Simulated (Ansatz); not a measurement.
# ZrN: the change of energy less free atoms and pressure with volume scale

Results calculated with Ansatz 0.2.0, not measured. Periodic Kohn-Sham DFT of a crystal at fixed atoms, scaled to volume_scale times the given cell; pressure positive in compression, energy less spherical unpolarised free atoms, largest_vzz the field gradient of largest size among the nuclei.

The cell before it is scaled or strained (space group Fm-3m, No. 225):
```
ZrN
1.0
      0.0000     2.2842     2.2842
      2.2842     0.0000     2.2842
      2.2842     2.2842     0.0000
Zr N
1 1
Direct
  0.00000 0.00000 0.00000
  0.50000 0.50000 0.50000
```

Settings of every row: method all-electron LAPW; functional LDA; relativity scalar; k mesh 9x9x9; filling fermi-dirac; smearing width 0.03 eV; basis error target 0.25 meV/atom; nucleus gaussian.

Atom start moment: 0 on all atoms.

| row | volume scale | V (Å³/atom) | energy less free atoms (eV/atom) | pressure (GPa) |
| --- | --- | --- | --- | --- |
| 1 | 0.94 | 11.203 | -10.6126 | 10.086 |
| 2 | 0.96 | 11.441 | -10.6226 | 3.519 |
| 3 | 0.98 | 11.68 | -10.6234 | -2.371 |
| 4 | 0.99 | 11.799 | -10.6206 | -5.084 |
| 5 | 1 | 11.918 | -10.6159 | -7.653 |
| 6 | 1.01 | 12.037 | -10.6093 | -10.085 |
| 7 | 1.02 | 12.156 | -10.6009 | -12.389 |
| 8 | 1.04 | 12.395 | ? | ? |
| 9 | 1.06 | 12.633 | -10.5516 | -20.439 |

Question: what energy less free atoms and pressure should row 8 give?

Worked fit of energy less free atoms. Take u = (V_r/V)^(2/3) − 1 with V_r = 11.858 Å³ an atom, which is twice the finite (Eulerian) strain; such expansions in the strain, on which the Birch-Murnaghan equation of state is built, carry the rest volume and the bulk modulus. The shown rows have u = 0.03861, 0.02415, 0.01013, 0.00333, -0.00336, -0.00994, -0.01641, -0.04133. Least squares give energy less free atoms = −10.6185 − 0.7037 × u + 22.156 × u² eV/atom; a straight line predicts inner rows, each left out in turn, worse (root mean square 0.011 against 5.4e-05 eV/atom). The rows lie off it by 0.0000, 0.0000, 0.0000, 0.0000, 0.0000, 0.0000, 0.0001, 0.0000. Its lowest point lies at u = 0.0159, or V = 11.58 Å³ an atom, and the curvature there gives the bulk modulus at fixed shape and fractions, B = (4/9)(1 + u)² E″(u)/V = 281 GPa. The withheld row has u = -0.0291, so the fit gives −10.6185 − 0.7037 × (-0.0291) + 22.156 × (-0.0291)² = -10.5793 eV/atom.

The calculation gave -10.5792 eV/atom. The fit lies 0.0001 eV/atom (0.14 % of the column's range) below it, one unit of the last digit.

Worked fit of pressure. Take u = (V_r/V)^(2/3) − 1 with V_r = 11.858 Å³ an atom, which is twice the finite (Eulerian) strain; such expansions in the strain, on which the Birch-Murnaghan equation of state is built, carry the rest volume and the bulk modulus. The shown rows have u = 0.03861, 0.02415, 0.01013, 0.00333, -0.00336, -0.00994, -0.01641, -0.04133. Least squares give pressure = −6.3751 + 384.554 × u + 1074.25 × u² GPa; a straight line predicts inner rows, each left out in turn, worse (root mean square 0.51 against 0.012 GPa). The rows lie off it by 0.012, -0.019, -0.002, -0.001, 0.002, 0.006, 0.007, -0.005 (root mean square 0.0088 GPa). The pressure vanishes at u = 0.0159, or V = 11.58 Å³ an atom, and there the bulk modulus at fixed shape and fractions is B = −V dP/dV = (2/3)(1 + u) dP/du = 284 GPa. The withheld row has u = -0.0291, so the fit gives −6.3751 + 384.554 × (-0.0291) + 1074.25 × (-0.0291)² = -16.656 GPa.

The calculation gave -16.635 GPa. The fit lies 0.021 GPa (0.069 % of the column's range) below it; its largest miss of a shown row is 0.019 GPa.
